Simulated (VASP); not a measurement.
Ca, 1 atom in the cell. The structure is cubic, space group Fm-3m (No. 225). The conventional cell has a = 5.529 Å, b = 5.529 Å, c = 5.529 Å, α = 90.00°, β = 90.00°, γ = 90.00°. Ca (site symmetry m-3m) has 12 Ca at 3.91 Å as nearest neighbours. 

| Item | Value |
| --- | --- |
| Program | VASP 6.6.1 |
| Task | single point |
| Functional | PBE |
| Potentials or basis | VASP PAW PBE potentials, release 64 (Ca_sv) |
| Cutoff | 450 eV |
| k mesh | 13 × 13 × 13 |
| Occupations | methfessel-paxton, width 0.1 eV |
| Spin | no spin polarisation |
| Further INCAR settings | ALGO = Fast; EDIFF = 1e-06 |

Potentials or basis: VASP PAW PBE potentials, release 64 (Ca_sv).

Run with:

```sh
$ cat potpaw_PBE.64/Ca_sv/POTCAR > POTCAR
$ mpirun -np 4 vasp_std > vasp.out
```

Hardware: 4 MPI ranks on Intel(R) Xeon(R) Platinum 8375C CPU @ 2.90GHz (Ice Lake), with other jobs on the host.

Estimate the wall time of this run.

Wall time 8.9 s on 4 MPI ranks on Intel(R) Xeon(R) Platinum 8375C CPU @ 2.90GHz (Ice Lake) (shared host), peak memory 0.15 GiB a rank. Counts: scf iterations 15, k points 84.
